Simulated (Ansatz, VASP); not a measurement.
**One calculation of Ti, two programs**

File INCAR:

```
PREC = Accurate
ENCUT = 520
EDIFF = 1E-7
ISMEAR = -1
SIGMA = 0.05
LREAL = False
LASPH = True
NELM = 60
ALGO = Normal
ISIF = 2
LWAVE = False
LCHARG = False
GGA = PS
NBANDS = 25
```

KPOINTS

```
Automatic mesh
0
Gamma
  7 7 9
```

Contents of POSCAR:

```
Ti
1.0
    4.5056459821      0.0000000000      0.0000000000
   -2.2528229910      3.9020038809      0.0000000000
    0.0000000000      0.0000000000      2.7880470975
Ti
3
Direct
    0.6666666667      0.3333333333      0.5000000000
    0.3333333333      0.6666666667      0.5000000000
    0.0000000000      0.0000000000      0.0000000000
```

input.yaml

```yaml
crystal:
  lattice:
    - [4.5056459821, 0.0, 0.0]
    - [-2.252822991, 3.9020038809, 0.0]
    - [0.0, 0.0, 2.7880470975]
  atoms:
    - { symbol: Ti, position: [0.6666666667, 0.3333333333, 0.5] }
    - { symbol: Ti, position: [0.3333333333, 0.6666666667, 0.5] }
    - { symbol: Ti, position: [0.0, 0.0, 0.0] }
hamiltonian:
  xc: pbesol
  pseudopotentials: { kind: paw }
kpoints:
  mp_grid: { grid: [7, 7, 9] }
scf:
  occupations: { method: fermi_dirac, width: 0.05 }
output:
  forces: true
  stress: true
  eigenvalues: true
  write_density: true
  write_potential: true
  elf: true
  volumetric_format: npy
```

Change from the starting cell: volume scaled by 0.96.

Alike in both runs: task single point; functional PBEsol; k mesh 7 × 7 × 9; occupations fermi-dirac, width 0.05 eV; no spin polarisation.

```csv
,VASP,Ansatz
version,VASP 6.6.1,Ansatz 0.2.0
potentials or method,"VASP PAW PBE potentials, release 64 (Ti_sv)",Ansatz PAW
plane-wave cutoff (eV),520,420
valence electrons in the cell,36,36
```

VASP gave:

| Quantity | Value |
| --- | --- |
| gap on the k mesh at the Fermi level (eV) | none |
| pressure (GPa) | 0.7 |
| largest component of the traceless stress (GPa) | 0.24 |

Q: Which values does Ansatz return?

A: gap on the k mesh at the Fermi level (eV): none; pressure (GPa): 1.0; largest component of the traceless stress (GPa): 0.23.

A gap of «none» marks a metal or a gap that the smearing closes. The functional is the same, so the differences come from potentials, cutoffs and numerics.

Caveats: the PAW data sets were made with another functional, which shifts forces and pressure a little (VASP); the PAW data sets come from PBE, with cores solved anew for the run's functional, which leaves a small shift of forces and pressure (Ansatz).
